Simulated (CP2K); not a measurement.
**AlRu under changes of volume**

One of the cells (13.387 Å³/atom); the others are scaled copies at fixed shape and fractional positions:

```
Ru Al
1.0
     2.99160    0.00000    0.00000
     0.00000    2.99160    0.00000
     0.00000    0.00000    2.99160
Ru Al
1 1
Direct
  0.50000 0.50000 0.50000
  0.00000 0.00000 0.00000
```

* Program: CP2K 2026.2
* Functional: LDA
* Potentials or basis: GTH_POTENTIALS Ru GTH-PADE-q16, Al GTH-PADE-q3; TZVP-MOLOPT-PBE-GTH basis
* Density cutoff: 6123 eV
* k mesh: 9 × 9 × 9
* Occupations: fermi-dirac, width 0.05 eV
* Spin: no spin polarisation

```tsv
volume (Å³/atom)	energy over the lowest point (meV/atom)	pressure (GPa)
12.584	3.92	5.0
12.851	0.00	-0.2
13.119	4.32	-4.8
13.387	?	?
13.655	34.38	-12.8
13.922	58.67	-16.1
14.190	88.25	-19.1
```

**Question.** What does the run at 13.387 Å³/atom give?

**Answer.** Energy over the lowest point 16.04 meV/atom; pressure -9.0 GPa.

Worked out: A Birch-Murnaghan fit of order 3 (a polynomial in V^(-2/3)) to the other rows has its minimum at 12.84 Å³/atom with B0 = V·E''(V) = 238 GPa and B' = 4.3. It gives 16.04 meV/atom at 13.387 Å³/atom, against the run's 16.04, and -dE/dV = -9.1 GPa, against -9.0.

Energies are extrapolated to zero smearing.

Caveats: the basis of atomic orbitals isn't converged, which shifts pressures, moduli and gaps.
